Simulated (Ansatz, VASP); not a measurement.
## SiO2 (pbe): VASP beside Ansatz

```xyz
6
Lattice="4.2358 0.0000 0.0000 0.0000 4.2358 0.0000 0.0000 0.0000 2.6899" Properties=species:S:1:pos:R:3 pbc="T T T"
Si    0.0000    0.0000    0.0000
Si    2.1179    2.1179    1.3450
O     1.3003    1.3003    0.0000
O     0.8176    3.4182    1.3450
O     2.9355    2.9355    0.0000
O     3.4182    0.8176    1.3450
```

Alike in both runs: functional PBE; k mesh 6 × 6 × 8; occupations gaussian, width 0.02 eV; no spin polarisation.

Ansatz relaxed the structure, and its values are those at the end. VASP's run is a single point on that final structure, the one shown.

|  | VASP | Ansatz |
| --- | --- | --- |
| version | VASP 6.6.1 | Ansatz 0.2.0 |
| potentials or method | VASP PAW PBE potentials, release 64 (Si, O) | scalar-relativistic, plane waves, PAW |
| plane-wave cutoff (eV) | 520 | 420 |
| valence electrons in the cell | 32 | 32 |

Ansatz gave:

- gap on the k mesh at the Fermi level (eV): 5.05
- least direct gap on the mesh (eV): 5.05
- pressure (GPa): 0.0
- rms of the force components (eV/Å): 0.000

Task: Estimate VASP's values.

Result: gap on the k mesh at the Fermi level (eV): 5.03; least direct gap on the mesh (eV): 5.03; pressure (GPa): 0.2; rms of the force components (eV/Å): 0.009.

A k mesh can miss the band edges.
